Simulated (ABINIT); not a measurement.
# Sb (P6_3/mmc) in ABINIT: single point with PBEsol

Aim: the single point of Sb with PBEsol.

Program: ABINIT 10.8.3 (patched build). These are calculated values, not measurements. Logs are shortened: lines on timing, memory, paths and dates and some standing lists are left out, and cuts for length are marked. The log counts tension as positive stress, the text compression.

## Step 1: The undisturbed crystal

Symmetry: P6_3/mmc, No. 194, hexagonal system. Conventional cell: a = 3.355 Å, b = 3.355 Å, c = 5.470 Å, α = 90.00°, β = 90.00°, γ = 120.00°. Sb (site symmetry -6m2) is surrounded by 12 Sb at 3.35 Å.

This isn't the form of Sb at room conditions, which is rhombohedral.

## Step 2: Single point, PBEsol (atoms moved at random, drawn with an rms of 0.05 Å)

run.abi

```
# Pseudopotentials
pp_dirpath "./"
pseudos "Sb.upf"

# Structure
acell 3*1.0 Angstrom
rprim
     3.3545324186     0.0000000000     0.0000000000
    -1.6772662093     2.9051102923     0.0000000000
     0.0000000000     0.0000000000     5.4701606500
ntypat 1
znucl 51
natom 2
typat 1 1
xcart
     1.7139966620     0.9716809548     4.1110773559
    -0.0346254836     1.9248273059     1.3982058831 Angstrom
chkprim 0
chksymtnons 0
tolsym 1.0e-6

# Plane-wave basis
ecut 40.0

# k points
kptopt 1
ngkpt 9 9 5
nshiftk 1
shiftk 0.0 0.0 0.0

# Exchange and correlation
ixc -116133

# Bands and occupations
nband 19
occopt 3
tsmear 0.05 eV

# SCF cycle
nstep 100
tolvrs 1.0e-10

# Output
iomode 3
prtwf 0
prtden 0
prteig 0
prtebands 0
```

Potentials or basis: PseudoDojo NC SR PBEsol v0.4.1 standard.

Launch:

```console
$ abinit run.abi > log 2>&1
```

run.abo:

```text
.Version 10.8.3 of ABINIT
 Symmetries : space group P-1 (#  2); Bravais aP (primitive triclinic)
================================================================================
 Values of the parameters that define the memory need of the present run
     intxc =       0    ionmov =       0      iscf =       7    lmnmax =       6
     lnmax =       6     mgfft =      60  mpssoang =       3    mqgrid =    3001
     natom =       2  nloc_mem =       1    nspden =       1   nspinor =       1
    nsppol =       1      nsym =       2    n1xccc =    2501    ntypat =       1
    occopt =       3   xclevel =       2
       mpw =        4395          nfft =       96000          nkpt =         203
================================================================================
================================================================================

--------------------------------------------------------------------------------
------------- Echo of variables that govern the present computation ------------
--------------------------------------------------------------------------------
 -outvars: echo values of preprocessed input variables --------
            acell      1.8897261259E+00  1.8897261259E+00  1.8897261259E+00 Bohr
              amu      1.21753000E+02
          chkprim           0
      chksymtnons           0
             ecut      4.00000000E+01 Hartree
                       outvar_i_n : Printing only first  50 k-points.
              ixc     -116133
                       outvar_i_n : Printing only first  50 k-points.
         kptrlatt        9    0    0      0    9    0      0    0    5
          kptrlen      5.16855275E+01
            natom           2
            nband          19
            ngfft          40      40      60
             nkpt         203
            nstep         100
             nsym           2
           ntypat           1
                       prtocc : prtvol=0, do not print more k-points.
           occopt           3
           prtden           0
        prtebands           0
           prteig           0
            prtwf           0
            rprim      3.3545324186E+00  0.0000000000E+00  0.0000000000E+00
                      -1.6772662093E+00  2.9051102923E+00  0.0000000000E+00
                       0.0000000000E+00  0.0000000000E+00  5.4701606500E+00
          spgroup           2
           tolsym      1.00000000E-06
           tolvrs      1.00000000E-10
           tsmear      1.83746611E-03 Hartree
            typat      1  1
                       outvars : Printing only first  50 k-points.
           xangst      1.7139966620E+00  9.7168095480E-01  4.1110773559E+00
                      -3.4625483600E-02  1.9248273059E+00  1.3982058831E+00
            xcart      3.2389842719E+00  1.8362108863E+00  7.7688102851E+00
                      -6.5432680981E-02  3.6373964478E+00  2.6422261867E+00
             xred      6.7818600000E-01  3.3447300000E-01  7.5154600001E-01
                       3.2096100000E-01  6.6256599999E-01  2.5560600000E-01
[... 93 lines left out ...]
    1        2.00000         11.18044524
    2        2.00000         11.18085110
================================================================================

 ----iterations are completed or convergence reached----

 Mean square residual over all n,k,spin=   67.229E-08; max=  12.482E-04
 reduced coordinates (array xred) for    2 atoms
       0.678185999995      0.334473000001      0.751546000006
       0.320961000003      0.662565999990      0.255605999999
 rms dE/dt=  3.9228E-03; max dE/dt=  5.9092E-03; dE/dt below (all hartree)
    1      -0.003225093247      0.000918764629      0.005909192375
    2       0.003225093247     -0.000918764629     -0.005909192375

 cartesian coordinates (angstrom) at end:
    1      1.71399666200000     0.97168095480000     4.11107735590000
    2     -0.03462548360000     1.92482730590000     1.39820588310000

 cartesian forces (hartree/bohr) at end:
    1      0.00050875819199     0.00012637510581    -0.00057164864759
    2     -0.00050875819199    -0.00012637510581     0.00057164864759
 frms,max,avg= 4.4780492E-04 5.7164865E-04   0.000E+00  0.000E+00  0.000E+00 h/b

 cartesian forces (eV/Angstrom) at end:
    1      0.02616139809547     0.00649846922254    -0.02939535534927
    2     -0.02616139809547    -0.00649846922254     0.02939535534927
 frms,max,avg= 2.3027055E-02 2.9395355E-02   0.000E+00  0.000E+00  0.000E+00 e/A
 length scales=  1.889726125908  1.889726125908  1.889726125908 bohr
              =  1.000000000000  1.000000000000  1.000000000000 angstroms
 Fermi (or HOMO) energy (hartree) =   0.29798   Average Vxc (hartree)=  -0.40773
 Eigenvalues (hartree) for nkpt= 203  k points:
 kpt#   1, nband= 19, wtk=  0.00247, kpt=  0.0000  0.0000  0.0000 (reduced coord)
  -0.77329   -0.77296   -0.77256   -0.77252   -0.77246   -0.77242   -0.77234   -0.77207
  -0.77047   -0.77021   -0.17724   -0.03616    0.08494    0.43031    0.43757    0.48896
   0.49845    0.50271    0.59142
      occupation numbers for kpt#   1
   2.00000    2.00000    2.00000    2.00000    2.00000    2.00000    2.00000    2.00000
   2.00000    2.00000    2.00000    2.00000    2.00000    0.00000    0.00000    0.00000
   0.00000    0.00000    0.00000
 prteigrs : prtvol=0 or 1, do not print more k-points.

--- !EnergyTerms
iteration_state     : {dtset: 1, }
comment             : Components of total free energy in Hartree
kinetic             :  1.06391566087552E+02
hartree             :  3.90939046192130E+01
xc                  : -4.50202140438825E+01
Ewald energy        : -1.15110179318353E+02
psp_core            :  4.39588378751569E+00
local_psp           : -1.32927745520643E+02
non_local_psp       : -3.83725083385407E+01
internal            : -1.81549292727139E+02
'-kT*entropy'       : -3.87725252898338E-04
total_energy        : -1.81549680452392E+02
total_energy_eV     : -4.94021847762446E+03
band_energy         : -1.43925984618306E+01
...

 Cartesian components of stress tensor (hartree/bohr^3)
  sigma(1 1)=  4.87400571E-05  sigma(3 2)= -2.44977878E-07
  sigma(2 2)=  5.01558464E-05  sigma(3 1)= -6.48444708E-07
  sigma(3 3)=  6.17452392E-05  sigma(2 1)= -5.66836346E-06

-Cartesian components of stress tensor (GPa)         [Pressure= -1.5754E+00 GPa]
- sigma(1 1)=  1.43398199E+00  sigma(3 2)= -7.20749802E-03
- sigma(2 2)=  1.47563595E+00  sigma(3 1)= -1.90779020E-02
- sigma(3 3)=  1.81660766E+00  sigma(2 1)= -1.66769011E-01

== END DATASET(S) ==============================================================
================================================================================

 -outvars: echo values of variables after computation  --------
            acell      1.8897261259E+00  1.8897261259E+00  1.8897261259E+00 Bohr
           etotal     -1.8154968045E+02
            fcart      5.0875819199E-04  1.2637510581E-04 -5.7164864759E-04
                      -5.0875819199E-04 -1.2637510581E-04  5.7164864759E-04
            rprim      3.3545324186E+00  0.0000000000E+00  0.0000000000E+00
                      -1.6772662093E+00  2.9051102923E+00  0.0000000000E+00
                       0.0000000000E+00  0.0000000000E+00  5.4701606500E+00
           strten      4.8740057147E-05  5.0155846376E-05  6.1745239225E-05
                      -2.4497787841E-07 -6.4844470839E-07 -5.6683634606E-06
           xangst      1.7139966620E+00  9.7168095480E-01  4.1110773559E+00
                      -3.4625483600E-02  1.9248273059E+00  1.3982058831E+00
             xred      6.7818600000E-01  3.3447300000E-01  7.5154600001E-01
                       3.2096100000E-01  6.6256599999E-01  2.5560600000E-01
 Calculation completed.
```

It took 8.4 min on 1 thread of Arm Neoverse V1, shared host; peak memory 0.34 GiB.

Results:

| Property | Result |
| --- | --- |
| Free energy | -4940.2185 eV |
| Pressure | -1.6 GPa |
| Largest force | 0.040 eV/Å |
| Band gap on the k mesh | none (metal or under the smearing width) |
| Valence electrons inside the program's atomic spheres | Sb 11.18 (radii [1.0584] Å) |

Forces on the atoms (eV/Å):
```
Sb   0.026  0.006 -0.029
Sb  -0.026 -0.006  0.029
```

Stress tensor (GPa, compression positive):
```
-1.43  0.17  0.02
 0.17 -1.48  0.01
 0.02  0.01 -1.82
```

The run has no spin-orbit coupling, so splittings on Sb are missing.
